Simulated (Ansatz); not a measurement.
The system is CuI.

```
I Cu
1.0
     4.09020    0.00000    0.00000
     0.00000    4.09020    0.00000
     0.00000    0.00000    6.55146
I Cu
2 2
Cartesian
  0.0000 2.0451 4.8680
  2.0451 0.0000 1.6835
  0.0000 0.0000 0.0000
  2.0451 2.0451 0.0000
```

Measurements of this composition are mostly on another form, of space group No. 216.

Base run:

| Quantity | Value |
| --- | --- |
| Program | Ansatz 0.2.0 |
| Functional | HSE06 |
| Potentials or basis | Ansatz PAW |
| Cutoff | 420 eV (not typed: the program's choice for these potentials) |
| k mesh | 4 × 4 × 4 |
| Occupations | fermi-dirac, width 0.05 eV |
| Spin | no spin polarisation |

Its results: band gap on the k mesh 2.95 eV, direct; pressure 1.6 GPa; largest force 0.068 eV/Å.

The run is repeated on the same cell with these changes: functional from HSE06 to PBE0. What comes out?

Band gap on the k mesh 3.64 eV, direct; pressure 1.5 GPa; largest force 0.064 eV/Å.

Caveats: spin-orbit coupling is left out, which moves the levels of the heavy elements; this functional lacks dispersion, which binds the layers, so the pressure and a relaxed spacing across them are unreliable; the PAW data sets come from PBE, with cores solved anew for the run's functional, which leaves a small shift of forces and pressure; the thresholds are loose for stress.
